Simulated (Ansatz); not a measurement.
The cell is built from the rocksalt type as a first guess.

CdSe: DFT, PBE, PAW with Ansatz's default frozen-core files, scalar-relativistic (Ansatz 0.2.0).

The relaxation starts from this cell:

```
CELL_PARAMETERS angstrom
0.00000 2.68928 2.68928
2.68928 0.00000 2.68928
2.68928 2.68928 0.00000
ATOMIC_POSITIONS crystal
Cd 0.00000 0.00000 0.00000
Se 0.50000 0.50000 0.50000
```

Output:

```
Engine: ansatz 0.2.0
Pseudopotentials: kind: paw
Pseudopotential: Cd, paw, valence charge 20, recommended cutoff 420 eV (normal)
Pseudopotential: Se, paw, valence charge 16, recommended cutoff 420 eV (normal)
Functional definition: PBE
  parameter kappa = 0.804
  parameter beta = 0.06672455060314922
  exchange = pbe_x(kappa = kappa, mu = beta*pi^2/3)
  correlation = pbe_c(beta = beta)
Crystal: 2 atoms, lattice volume = 38.899 Å³
Basis set: ecut = 420 eV, 749 PW (Γ), exchange–correlation on 54×54×54 points (8 copies of the dense FFT grid, shifted against one another)
Bands: 22, of which v1, the nominal top of the filled ones, is band 18 counted from 1 (17 counted from 0)
Symmetry: 48 space group operations
Space group: Fm-3m (ITA 225), of the structure as read, at distance tolerance 3.4e-5 Å
k-points: 72 of 1728
Non-local potential: Cd, projectors of the file, l = 0: 3, l = 1: 2, l = 2: 2, l = 3: 1
Non-local potential: Se, projectors of the file, l = 0: 2, l = 1: 2, l = 2: 3, l = 3: 1
PAW form: soft (Blöchl's): semilocal exchange-correlation on the pseudo side does not see the compensation charge
PAW one-centre angular grid: Cd, 590 points (default); XC on 64 Gauss nodes
PAW one-centre angular grid: Se, 590 points (default); XC on 64 Gauss nodes
Initial density: superposition of atomic densities (neutral atoms: chi_scale 0, normalization atom), corrected by the library's trained network
Initial wavefunctions: pseudopotential atomic-orbital guess
Functional: x = pbe(κ = 0.804, μ = 0.2195149727645171), c = pbe(β = 0.06672455060314922)
SCF iter   1: F=—  HF=-13724.102326 eV  |F-HF|=—  |Δ(HF+E_count)|=         —  Δρ=9.84e-4  dr2=2.37e-4  ethr=1.77e-3  ⟨swp⟩=5.4  Hψ=6738  notcnv=0
preconditioner: auto → none  [insulator: Δε(μ)=0.368 eV  Ē_g=13.219 eV  σ=0.030 eV  W_gap=0.55  n_scr=14 (ndim 8)  ℏωp=25.3 eV  f_vac=0.015  D(μ)=0.82/eV (n_scr^D=0)  ε∞_Penn≈4.7]
SCF iter   2: F=—  HF=-13724.103065 eV  |F-HF|=—  |Δ(HF+E_count)|=   7.39e-4  Δρ=3.24e-4  dr2=1.97e-5  ethr=6.57e-7  ⟨swp⟩=2.2  Hψ=3492  notcnv=0
SCF iter   3: F=—  HF=-13724.103107 eV  |F-HF|=—  |Δ(HF+E_count)|=   4.24e-5  Δρ=1.54e-4  dr2=4.81e-6  ethr=5.46e-8  ⟨swp⟩=2.0  Hψ=2235  notcnv=0
iter 4 did not close the SCF: its close was put off for the readings that it lacked (scf_convergence_deferred on its scf_iter line)
SCF iter   4: F=-13724.103118 eV  HF=-13724.103118 eV  |F-HF|=6.45e-8  |Δ(HF+E_count)|=   1.06e-5  Δρ=1.38e-5  dr2=4.86e-8  ethr=1.34e-8  ⟨swp⟩=2.0  Hψ=2235  notcnv=0
iter 5 did not close the SCF: its close was put off for the readings that it lacked (scf_convergence_deferred on its scf_iter line)
SCF iter   5: F=-13724.103118 eV  HF=-13724.103118 eV  |F-HF|=3.53e-10  |Δ(HF+E_count)|=   7.86e-8  Δρ=2.65e-6  dr2=3.12e-9  ethr=1.35e-10  ⟨swp⟩=2.2  Hψ=2721  notcnv=0
SCF iter   6: F=-13724.103118 eV  HF=-13724.103118 eV  |F-HF|=1.14e-9  |Δ(HF+E_count)|=   1.73e-9  Δρ=1.91e-6  dr2=1.61e-9  ethr=8.67e-12  ⟨swp⟩=1.6  Hψ=4593  notcnv=0
SCF 1 converged in 6 iterations: F = -13724.103118 eV  dr2 = 1.61e-9
  greatest PAW one-centre occupation: 1.000 electrons in one spin orbital (limit 2), on the Cd atom at site 0 (counted from 0), in its partial waves of l = 0
relax step   1: F+E_penalty+E_count = -13724.10311812 eV  Δ(F+E_penalty+E_count) = +0.000e0 eV  max|allowed force component| = 6.968e-30 eV/Å  Δτ_max = 0.0000 Å  P = +18.528 GPa  Ω = 38.899 Å³  (6 SCF iters, dr2 threshold 1.00e-7 eV, accepted)
Crystal: 2 atoms, lattice volume = 44.964 Å³
Basis set: ecut = 420 eV, 893 PW (Γ), exchange–correlation on 54×54×54 points (8 copies of the dense FFT grid, shifted against one another)
Initial density: handed on by an earlier stage of this run
Initial wavefunctions: those handed on with the density
iter 1 solved again at ethr=3.04e-5 eV; its pass at ethr=3.10e-3 eV (dr2=1.09e-2 eV) is discarded
SCF iter   1: F=—  HF=-13724.481577 eV  |F-HF|=—  |Δ(HF+E_count)|=         —  Δρ=4.28e-3  dr2=1.08e-2  ethr=3.04e-5  ⟨swp⟩=2.1  Hψ=11348  notcnv=0
preconditioner: auto → none  [insulator: Δε(μ)=0.107 eV  Ē_g=12.372 eV  σ=0.030 eV  W_gap=0.70  n_scr=14 (ndim 8)  ℏωp=23.5 eV  f_vac=0.039  D(μ)=0.47/eV (n_scr^D=0)  ε∞_Penn≈4.6]
SCF iter   2: F=—  HF=-13724.479153 eV  |F-HF|=—  |Δ(HF+E_count)|=   2.42e-3  Δρ=2.82e-3  dr2=2.45e-3  ethr=3.00e-5  ⟨swp⟩=3.0  Hψ=2700  notcnv=0
SCF iter   3: F=—  HF=-13724.478897 eV  |F-HF|=—  |Δ(HF+E_count)|=   2.55e-4  Δρ=1.04e-3  dr2=4.09e-4  ethr=6.81e-6  ⟨swp⟩=2.0  Hψ=2453  notcnv=0
SCF iter   4: F=—  HF=-13724.478937 eV  |F-HF|=—  |Δ(HF+E_count)|=   4.03e-5  Δρ=2.96e-4  dr2=3.42e-5  ethr=1.14e-6  ⟨swp⟩=2.0  Hψ=2555  notcnv=0
SCF iter   5: F=—  HF=-13724.478944 eV  |F-HF|=—  |Δ(HF+E_count)|=   6.63e-6  Δρ=6.26e-5  dr2=1.31e-6  ethr=9.50e-8  ⟨swp⟩=2.0  Hψ=2607  notcnv=0
SCF iter   6: F=-13724.478945 eV  HF=-13724.478945 eV  |F-HF|=9.00e-8  |Δ(HF+E_count)|=   9.46e-7  Δρ=1.61e-5  dr2=6.54e-8  ethr=5.56e-10  ⟨swp⟩=5.0  Hψ=6914  notcnv=0
SCF 2 converged in 6 iterations: F = -13724.478945 eV  dr2 = 6.54e-8
relax step   2: F+E_penalty+E_count = -13724.47894513 eV  Δ(F+E_penalty+E_count) = -3.758e-1 eV  max|allowed force component| = 7.691e-30 eV/Å  Δτ_max = 0.0000 Å  P = +3.326 GPa  Ω = 44.964 Å³  energy of the carried Pulay correction = -1.803e-3 eV  (6 SCF iters, dr2 threshold 2.00e-7 eV, accepted)
Crystal: 2 atoms, lattice volume = 46.550 Å³
Basis set: ecut = 420 eV, 941 PW (Γ), exchange–correlation on 54×54×54 points (8 copies of the dense FFT grid, shifted against one another)
iter 1 solved again at ethr=2.55e-6 eV; its pass at ethr=3.10e-3 eV (dr2=9.20e-4 eV) is discarded
SCF iter   1: F=—  HF=-13724.499267 eV  |F-HF|=—  |Δ(HF+E_count)|=         —  Δρ=1.07e-3  dr2=8.07e-4  ethr=2.55e-6  ⟨swp⟩=2.7  Hψ=10319  notcnv=0
preconditioner: auto → none  [insulator: Δε(μ)=0.076 eV  Ē_g=12.232 eV  σ=0.030 eV  W_gap=0.56  n_scr=14 (ndim 8)  ℏωp=23.1 eV  f_vac=0.037  D(μ)=0.60/eV (n_scr^D=0)  ε∞_Penn≈4.6]
SCF iter   2: F=—  HF=-13724.499071 eV  |F-HF|=—  |Δ(HF+E_count)|=   1.96e-4  Δρ=7.25e-4  dr2=1.81e-4  ethr=2.24e-6  ⟨swp⟩=2.0  Hψ=2429  notcnv=0
SCF iter   3: F=—  HF=-13724.499034 eV  |F-HF|=—  |Δ(HF+E_count)|=   3.64e-5  Δρ=2.89e-4  dr2=2.60e-5  ethr=5.02e-7  ⟨swp⟩=2.0  Hψ=2157  notcnv=0
SCF iter   4: F=—  HF=-13724.499037 eV  |F-HF|=—  |Δ(HF+E_count)|=   2.58e-6  Δρ=3.66e-5  dr2=6.51e-7  ethr=7.22e-8  ⟨swp⟩=2.6  Hψ=2955  notcnv=0
SCF iter   5: F=-13724.499037 eV  HF=-13724.499037 eV  |F-HF|=1.99e-8  |Δ(HF+E_count)|=   7.54e-8  Δρ=1.26e-5  dr2=3.69e-8  ethr=5.56e-10  ⟨swp⟩=5.0  Hψ=6675  notcnv=0
SCF 3 converged in 5 iterations: F = -13724.499037 eV  dr2 = 3.69e-8
relax step   3: F+E_penalty+E_count = -13724.49903694 eV  Δ(F+E_penalty+E_count) = -2.009e-2 eV  max|allowed force component| = 5.982e-30 eV/Å  Δτ_max = 0.0000 Å  P = +0.890 GPa  Ω = 46.550 Å³  energy of the carried Pulay correction = -2.209e-3 eV  (5 SCF iters, dr2 threshold 2.00e-7 eV, accepted)
Crystal: 2 atoms, lattice volume = 47.234 Å³
iter 1 solved again at ethr=5.09e-7 eV; its pass at ethr=3.10e-3 eV (dr2=1.83e-4 eV) is discarded
SCF iter   1: F=—  HF=-13724.500726 eV  |F-HF|=—  |Δ(HF+E_count)|=         —  Δρ=4.57e-4  dr2=1.54e-4  ethr=5.09e-7  ⟨swp⟩=3.0  Hψ=10043  notcnv=0
preconditioner: auto → none  [insulator: Δε(μ)=0.069 eV  Ē_g=12.170 eV  σ=0.030 eV  W_gap=0.52  n_scr=14 (ndim 8)  ℏωp=22.9 eV  f_vac=0.037  D(μ)=0.64/eV (n_scr^D=0)  ε∞_Penn≈4.5]
SCF iter   2: F=—  HF=-13724.500687 eV  |F-HF|=—  |Δ(HF+E_count)|=   3.89e-5  Δρ=3.14e-4  dr2=3.53e-5  ethr=4.27e-7  ⟨swp⟩=2.0  Hψ=2163  notcnv=0
SCF iter   3: F=—  HF=-13724.500681 eV  |F-HF|=—  |Δ(HF+E_count)|=   6.52e-6  Δρ=1.25e-4  dr2=4.82e-6  ethr=9.81e-8  ⟨swp⟩=2.0  Hψ=2157  notcnv=0
SCF iter   4: F=—  HF=-13724.500681 eV  |F-HF|=—  |Δ(HF+E_count)|=   5.21e-7  Δρ=1.34e-5  dr2=9.67e-8  ethr=5.56e-10  ⟨swp⟩=4.0  Hψ=8057  notcnv=0
SCF iter   5: F=-13724.500681 eV  HF=-13724.500681 eV  |F-HF|=1.08e-9  |Δ(HF+E_count)|=   8.32e-8  Δρ=5.85e-6  dr2=6.76e-9  ethr=2.69e-10  ⟨swp⟩=4.0  Hψ=5647  notcnv=0
SCF 4 converged in 5 iterations: F = -13724.500681 eV  dr2 = 6.76e-9
relax step   4: F+E_penalty+E_count = -13724.50068118 eV  Δ(F+E_penalty+E_count) = -1.644e-3 eV  max|allowed force component| = 3.747e-30 eV/Å  Δτ_max = 0.0000 Å  P = -0.030 GPa  Ω = 47.234 Å³  energy of the carried Pulay correction = -2.377e-3 eV  (5 SCF iters, dr2 threshold 2.00e-7 eV, accepted)
Basis set: ecut = 420 eV, 941 PW (Γ), exchange–correlation on 60×60×60 points (8 copies of the dense FFT grid, shifted against one another)
Initial wavefunctions: pseudopotential atomic-orbital guess (no wavefunctions were taken with the density)
iter 1 solved again at ethr=9.00e-8 eV; its pass at ethr=3.10e-3 eV (dr2=3.24e-5 eV) is discarded
SCF iter   1: F=—  HF=-13724.495692 eV  |F-HF|=—  |Δ(HF+E_count)|=         —  Δρ=1.26e-3  dr2=2.20e-5  ethr=9.00e-8  ⟨swp⟩=3.0  Hψ=10314  notcnv=0
preconditioner: auto → Kerker (q_TF=auto, 2.608 Å⁻¹)  [metal: Δε(μ)=0.063 eV  Ē_g=12.178 eV  σ=0.030 eV  W_gap=0.48  n_scr=14 (ndim 8)  ℏωp=22.9 eV  f_vac=0.031  D(μ)=0.67/eV (n_scr^D=0)]
SCF iter   2: F=—  HF=-13724.500481 eV  |F-HF|=—  |Δ(HF+E_count)|=   4.79e-3  Δρ=6.41e-4  dr2=5.46e-6  ethr=6.10e-8  ⟨swp⟩=2.0  Hψ=2151  notcnv=0
SCF iter   3: F=—  HF=-13724.502122 eV  |F-HF|=—  |Δ(HF+E_count)|=   1.64e-3  Δρ=5.53e-5  dr2=7.19e-8  ethr=1.52e-8  ⟨swp⟩=2.0  Hψ=2164  notcnv=0
SCF iter   4: F=—  HF=-13724.502155 eV  |F-HF|=—  |Δ(HF+E_count)|=   3.26e-5  Δρ=5.65e-6  dr2=9.09e-9  ethr=2.00e-10  ⟨swp⟩=2.0  Hψ=2595  notcnv=0
SCF iter   5: F=—  HF=-13724.502155 eV  |F-HF|=—  |Δ(HF+E_count)|=   1.04e-8  Δρ=3.29e-6  dr2=2.60e-9  ethr=2.53e-11  ⟨swp⟩=2.0  Hψ=2594  notcnv=0
SCF iter   6: F=—  HF=-13724.502155 eV  |F-HF|=—  |Δ(HF+E_count)|=   1.72e-8  Δρ=8.03e-7  dr2=4.29e-10  ethr=7.23e-12  ⟨swp⟩=2.0  Hψ=2134  notcnv=0
SCF iter   7: F=—  HF=-13724.502155 eV  |F-HF|=—  |Δ(HF+E_count)|=  6.93e-10  Δρ=4.05e-7  dr2=6.42e-11  ethr=1.19e-12  ⟨swp⟩=2.0  Hψ=2236  notcnv=0
SCF iter   8: F=-13724.502155 eV  HF=-13724.502155 eV  |F-HF|=3.64e-12  |Δ(HF+E_count)|=  6.00e-11  Δρ=4.98e-8  dr2=1.37e-12  ethr=1.00e-12  ⟨swp⟩=5.0  Hψ=6126  notcnv=0
SCF 5 converged in 8 iterations: F = -13724.502155 eV  dr2 = 1.37e-12
relax step   5: F+E_penalty+E_count = -13724.50215463 eV  Δ(F+E_penalty+E_count) = -1.473e-3 eV  max|allowed force component| = 5.744e-30 eV/Å  Δτ_max = 0.0000 Å  P = -0.033 GPa  Ω = 47.234 Å³  stress off target by 3.29e-2 GPa  SCF on the basis re-selected at this cell (its energy is not comparable with the rows above)  (8 SCF iters)
basis re-selected at this cell: Δ(F+E_penalty+E_count) = -1.473e-3 eV, ΔP = -0.003 GPa vs the last step (what re-selecting the basis moved, of the pressure what is left beyond the Pulay correction that the steps carried, after the strain that the cell walked since its last selection, with what the two solves' SCF thresholds leave and, on support functions, any second-order correction that the steps lacked; it is no measure of the basis error at this ecutwfc). The dense FFT grid was sized anew with the basis: this SCF ran on 30×30×30 points, the steps before it on 27×27×27, so part of this shift can come from that change (see relax.cell in the input reference). This SCF's stress stands 3.29e-2 GPa from its target on what of the cell is left free (relax.cell.stress_tol is 5.00e-2 GPa) and its largest allowed force component is 5.74e-30 eV/Å (relax.f_tol is 5.00e-3 eV/Å): within both
SCF converged after 8 iterations
Free energy (F): -13724.502155 eV
Harris-Foulkes:  -13724.502155 eV  (|F-HF|=3.64e-12)
Internal energy: -13724.500168 eV  (E = F + TS)
E sigma→0 (E₀):  -13724.501161 eV
Entropy (-TS):   -0.001987 eV (-0.993 meV/atom)
Fermi energy:    10.114895 eV
--- Per-component energies (eV) ---
  E_band       = -802.457875
  E_kinetic    = 623.032844
  E_local      = -5500.083309  (includes V_loc(G=0)·N_el)
  E_nonlocal   = -561.617231
  E_hartree    = 2639.089176
  E_xc         = -280.615676
  E_vxc        = -319.388913  (∫ρ·V_xc dr)
  E_paw        = -5995.401529  (= ΣΔE_a)
  E_vpaw       = -322.579170  (= ΣTr[D̂ρ^β])
  E_aug_tail   = -0.000519  (compensation charges beyond the density's cutoff)
  E_ewald      = -4648.903924
  E_smearing   = -0.001987  (= −TS)
  E_closure    = -0.000000  (closes the sum)
  Σ components = -13724.502155   (vs F -13724.502155, Δ=0.00e0)
--- Forces (eV/Å), atoms counted from 1 ---
  atom   1  Cd     0.00000000    -0.00000000     0.00000000
  atom   2  Se     0.00000000    -0.00000000     0.00000000
  max |Σ_I F_I| component: 1.17e-29 eV/Å
--- Stress (GPa, compression-positive) ---
       -0.032928      -0.000000       0.000000
       -0.000000      -0.032928      -0.000000
        0.000000      -0.000000      -0.032928
  P = ⅓ Tr σ = -0.0329 GPa (-0.329 kbar)
--- Relaxed structure (4 steps of the walk, 4 accepted, 1 SCFs on fresh bases) ---
  F+E_penalty+E_count = -13724.50215463 eV   max|allowed force component| = 5.744e-30 eV/Å   (the final SCF, on the basis selected at the relaxed cell)
  cell:  # Å, volume = 47.2338 Å³
    - [1.8749376183477601e-34, 2.869069069809824, 2.869069069809824]
    - [2.869069069809824, -2.3446672276303215e-34, 2.869069069809824]
    - [2.869069069809824, 2.869069069809824, 4.124066739124867e-34]
  atoms:
    - { symbol: Cd, position: [-6.71391091450434e-36, 9.324876270148965e-36, 8.578886168535181e-36] }
    - { symbol: Se, position: [0.5, 0.5, 0.5] }
```
